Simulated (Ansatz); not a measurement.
The system is NiO2.

```
CELL_PARAMETERS angstrom
1.40213 0.80952 6.97429
-1.40213 0.80952 6.97429
0.00000 -1.61904 6.97429
ATOMIC_POSITIONS crystal
Ni 0.00000 0.00000 0.00000
O 0.37879 0.37879 0.37879
O 0.62121 0.62121 0.62121
```

The cell comes from a database or a generator and needn't be the stable form of this composition.

Base run:

| Item | Value |
| --- | --- |
| Program | Ansatz 0.2.0 |
| Functional | r2SCAN |
| Potentials or basis | Ansatz PAW |
| Cutoff | 500 eV |
| Density cutoff | 2000 eV |
| k mesh | 11 × 11 × 11 |
| Occupations | fermi-dirac, width 0.05 eV |
| Spin | collinear spin, ferromagnetic start |
| Starting moments | [1.0, 0.0, 0.0] μB |

Its results: band gap on the k mesh 1.77 eV, indirect (least direct gap 2.02 eV); pressure -4.3 GPa; net moment 0.00 μB per cell; largest force 0.466 eV/Å.

Problem. The run is repeated on the same cell with these changes: functional from r2SCAN to PBEsol; cutoff from 500 eV to 420 eV; density cutoff from 2000 eV to 1680 eV. What comes out?

Solution. Band gap on the k mesh 1.25 eV, indirect (least direct gap 1.52 eV); pressure -3.8 GPa; net moment 0.00 μB per cell; largest force 0.502 eV/Å.

r2SCAN gives the wider gap, since meta-GGAs in the generalised Kohn-Sham scheme recover part of the derivative discontinuity.

Caveats: the PAW data sets come from PBE, with cores solved anew for the run's functional, which leaves a small shift of forces and pressure; the magnetic or orbital state may not be the lowest (some runs).

Not every run made on this cell is shown here.
